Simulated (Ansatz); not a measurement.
# HgTe: response to strain

HgTe is deformed so: equal xx and yy strain of -1 %. What stress and forces result, by LAPW, PAW and all-electron datasets made for the crystal?

Method: DFT LDA, scalar-relativistic, in Ansatz 0.2.0.

## (1) The starting structure

The structure is cubic, space group F-43m (No. 216). Conventional cell: a = 6.447 Å, b = 6.447 Å, c = 6.447 Å, α = 90.00°, β = 90.00°, γ = 90.00°. Around Hg (site symmetry -43m) lie 4 Te at 2.79 Å. Around Te (site symmetry -43m) lie 4 Hg at 2.79 Å.

Coordinates:

```
CELL_PARAMETERS angstrom
0.00000 3.22350 3.22350
3.22350 0.00000 3.22350
3.22350 3.22350 0.00000
ATOMIC_POSITIONS crystal
Hg 0.00000 0.00000 0.00000
Te 0.75000 0.75000 0.75000
```

Atoms are numbered in the order of the input: Hg1, Te2.

## (2) After the deformation

Space group F-43m before, I-4m2 after.

## (3) Full-potential LAPW

The input, input.yaml:

```yaml
crystal:
  lattice:
    - [0.0, 3.191265, 3.2235]
    - [3.191265, 0.0, 3.2235]
    - [3.191265, 3.191265, 0.0]
  atoms:
    - { symbol: Hg, position: [0.0, 0.0, 0.0] }
    - { symbol: Te, position: [0.75, 0.75, 0.75] }
kpoints:
  mp_grid: { grid: [11, 11, 11] }
  band_path:
    path:
      - [0.0, 0.0, 0.0]
      - [0.5, 0.0, 0.5]
      - [0.75, 0.25, 0.5]
      - [0.5, 0.5, 0.5]
      - [0.0, 0.0, 0.0]
      - [0.5, 0.5, 0.0]
      - [0.6274875, 0.6274875, 0.254975]
      - [0.3725125, 0.3725125, 0.745025]
      - [0.0, 0.0, 0.0]
    npoints: 5
scf:
  occupations: { method: fermi_dirac, width: 0.03 }
hamiltonian:
  xc: lda
  pseudopotentials: { kind: all_electron, lapw: { basis_error: 0.0005 } }
output:
  forces: true
  stress: true
  eigenvalues: true
```

Run with:

```bash
$ ansatz run input.yaml --threads 1 --pin off --max-ram 3072MiB --backend cpu --events-out ev --progress --plain --runs-dir out
```

## (4) PAW on the default files

The input, input.yaml:

```yaml
crystal:
  lattice:
    - [0.0, 3.191265, 3.2235]
    - [3.191265, 0.0, 3.2235]
    - [3.191265, 3.191265, 0.0]
  atoms:
    - { symbol: Hg, position: [0.0, 0.0, 0.0] }
    - { symbol: Te, position: [0.75, 0.75, 0.75] }
kpoints:
  mp_grid: { grid: [11, 11, 11] }
scf:
  occupations: { method: fermi_dirac, width: 0.03 }
hamiltonian:
  xc: lda
  pseudopotentials: { kind: paw }
output:
  forces: true
  stress: true
  eigenvalues: true
  efg: { contact_densities: true }
```

## (5) Datasets made for this crystal

Edit input.yaml of step 4 so:

```diff
@@ -14,3 +14,3 @@
   xc: lda
-  pseudopotentials: { kind: paw }
+  pseudopotentials: { kind: all_electron, datasets: crystal }
 output:
```

(Steps that only read results are left out.)

Before running it: what results should come out? Wanted: pressure; largest shear or deviatoric stress.

As calculated:

```
                                 quantity                                           value
                                 pressure  LAPW 0.72, PAW 0.71, crystal datasets 0.72 GPa
largest shear or deviatoric stress (LAPW)                                        0.11 GPa
```

In words: The largest part of the stress beyond the pressure is 0.11 GPa in size, in the zz component; the atoms are carried along and not relaxed. No run of the undeformed cell stands beside it, so the pressure holds what the given cell had before the change. PAW: stress within 0.01 GPa of LAPW. Crystal datasets: stress within 0.01 GPa of LAPW. Spin-orbit coupling is left out, though the cell holds Hg; in elements this heavy it can shift bands and gaps by tenths of an eV.
